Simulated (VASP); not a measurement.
Here is a VASP 6.6.1 calculation.

POSCAR

```
BaH2
1.0
    4.4620250523      0.0000000000      0.0000000000
   -2.2310125262      3.8642270477      0.0000000000
    0.0000000000      0.0000000000      6.0552925900
Ba H
2 4
Direct
    0.3333333333      0.6666666667      0.2500000000
    0.6666666667      0.3333333333      0.7500000000
    0.0000000000      0.0000000000      0.0000000000
    0.0000000000      0.0000000000      0.5000000000
    0.6666666667      0.3333333333      0.2500000000
    0.3333333333      0.6666666667      0.7500000000
```

The input INCAR.step1:

```
ALGO = Normal ; EDIFF = 1E-8
ENCUT = 500 ; GGA = PS
ISMEAR = 0 ; KPAR = 4
LASPH = T ; LCHARG = F
LREAL = F ; LWAVE = T
NELM = 60 ; PREC = Accurate
SIGMA = 0.01
```

INCAR.step2

```
ALGO = Exact ; EDIFF = 1E-8
ENCUT = 500 ; GGA = PS
ISMEAR = 0 ; ISTART = 1
KPAR = 4 ; LASPH = T
LCHARG = F ; LOPTICS = T
LREAL = F ; LWAVE = T
NBANDS = 323 ; NELM = 1
PREC = Accurate ; SIGMA = 0.01
```

INCAR.step3

```
ALGO = EVGW0 ; EDIFF = 1E-8
ENCUT = 500 ; ENCUTGW = 120
GGA = PS ; ISMEAR = 0
ISTART = 1 ; KPAR = 4
LASPH = T ; LCHARG = F
LREAL = F ; LWAVE = F
NBANDS = 323 ; NBANDSGW = 20
NELMGW = 4 ; NOMEGA = 50
PREC = Accurate ; PRECFOCK = Fast
SIGMA = 0.01
```

File KPOINTS:

```
k-points
0
Gamma
  4 4 2
```

Potentials or basis: VASP PAW PBE potentials, release 64 (Ba_sv_GW, H_GW).

Command:

```bash
$ cat potpaw_PBE.64/Ba_sv_GW/POTCAR potpaw_PBE.64/H_GW/POTCAR > POTCAR
$ cp INCAR.step1 INCAR
$ mpirun -np 4 vasp_std > vasp.out
$ cp INCAR.step2 INCAR
$ mpirun -np 4 vasp_std > vasp.out
$ cp INCAR.step3 INCAR
$ mpirun -np 4 vasp_std > vasp.out
```

Estimate the quasiparticle gap.

3.81 eV.

What does it give for the least direct quasiparticle gap?

4.72 eV.

Estimate the band gap on the k mesh, mean-field level.

1.92 eV, indirect (least direct gap 2.78 eV).

Quasiparticle gap after each update of the energies (eV): 3.49, 3.75, 3.80, 3.81

Caveat: the k mesh is coarse (spacing up to 0.52 Å⁻¹), so the values aren't converged; bands, screening cutoff and mesh are small and nothing is extrapolated, so the quasiparticle values aren't converged; spin-orbit coupling is left out, which moves the levels of the heavy elements. A k mesh can miss the band edges.
